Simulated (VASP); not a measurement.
System: LiH (rock salt type, first atom moved by 0.06 Å along [111]), 2 atoms in the cell.

```xyz
2
Lattice="0.0000 2.0100 2.0100 2.0100 0.0000 2.0100 2.0100 2.0100 0.0000" Properties=species:S:1:pos:R:3 pbc="T T T"
Li    0.0346    0.0346    0.0346
H     2.0100    2.0100    2.0100
```

Code and potentials: VASP, Li_sv/H, 649 eV. Settings: k-mesh 4×4×4 Γ-centred; Fermi–Dirac smearing of 0.05 eV; no spin polarisation. For HSE06: HFSCREEN = 0.208; HFRCUT = 0; PRECFOCK = Normal.

One run gave:

| Item | Value |
| --- | --- |
| Pressure | -0.22 GPa |
| Gap on the mesh | 3.00 eV |

```json
{"atom": "Li1", "Fx (eV/Å)": "-0.032", "Fy (eV/Å)": "-0.032", "Fz (eV/Å)": "-0.032"}
{"atom": "H2", "Fx (eV/Å)": "0.032", "Fy (eV/Å)": "0.032", "Fz (eV/Å)": "0.032"}
```

Question: Which level of theory was it?
A. HSE06
B. PBE

Answer: B. All runs:

| level | pressure (GPa) | gap (eV) | rms force (eV/Å) |
| --- | --- | --- | --- |
| PBE | -0.22 | 3.00 | 0.056 |
| HSE06 | -0.89 | 4.03 | 0.059 |

VASP prints the stress at a fixed plane-wave basis, so it holds the Pulay stress of this cutoff.

The k-mesh is coarse, so these values belong to this mesh and can lie far from the converged ones. A gap read on the mesh is an upper bound of this method's gap, since the mesh can miss a band edge. Potentials made with PBE were used with another functional (at least in: VASP, Li_sv/H, 649 eV (HSE06)). Semilocal functionals give gaps that mostly lie well below measured ones.
